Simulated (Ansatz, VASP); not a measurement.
# Two plane-wave programs on CdSe

The input INCAR:

```
SYSTEM = CdSe
ALGO = Normal
EDIFF = 1E-6
ENCUT = 520
GGA = PE
ISIF = 2
ISMEAR = 0
IVDW = 12
LASPH = .TRUE.
LCHARG = .FALSE.
LREAL = .FALSE.
LWAVE = .FALSE.
NBANDS = 16
NELM = 60
PREC = Accurate
SIGMA = 0.1
```

File KPOINTS:

```
k-points
0
G
  6 6 6
  0 0 0
```

Contents of POSCAR:

```
CdSe
1.0
    0.0000000000      3.0702712500      3.0702712500
    3.0702712500      0.0000000000      3.0702712500
    3.0702712500      3.0702712500      0.0000000000
Cd Se
1 1
Direct
    0.0000000000      0.0000000000      0.0000000000
    0.7500000000      0.7500000000      0.7500000000
```

Input for Ansatz:

```yaml
crystal:
  lattice:
    - [0.0, 3.07027125, 3.07027125]
    - [3.07027125, 0.0, 3.07027125]
    - [3.07027125, 3.07027125, 0.0]
  atoms:
    - { symbol: Cd, position: [0.0, 0.0, 0.0] }
    - { symbol: Se, position: [0.75, 0.75, 0.75] }
basis:
  ecutwfc: 420
kpoints:
  mp_grid: { grid: [6, 6, 6] }
hamiltonian:
  xc: pbe
  dispersion: d3bj
scf:
  occupations: { method: gaussian, width: 0.1 }
  lower_state_search: "off"
output:
  forces: true
  stress: true
  eigenvalues: true
```

Alike in both runs: task single point; functional PBE; dispersion D3(BJ); k mesh 6 × 6 × 6; occupations gaussian, width 0.1 eV; no spin polarisation.

```csv
,VASP,Ansatz
version,VASP 6.6.1,Ansatz 0.2.0
potentials or method,"VASP PAW PBE potentials, release 64 (Cd, Se)","scalar-relativistic, plane waves, PAW"
plane-wave cutoff (eV),520,420
valence electrons in the cell,18,36
```

Ansatz gave:

* gap on the k mesh at the Fermi level (eV): 0.55
* least direct gap on the mesh (eV): 0.55
* pressure (GPa): -0.7

**Question.** Estimate VASP's values.

**Answer.** gap on the k mesh at the Fermi level (eV): 0.55; least direct gap on the mesh (eV): 0.55; pressure (GPa): -0.4.

The two sets of potentials don't hold the same shells in valence.

Expect the measured gap to be larger: semilocal functionals such as PBE lack the derivative discontinuity.
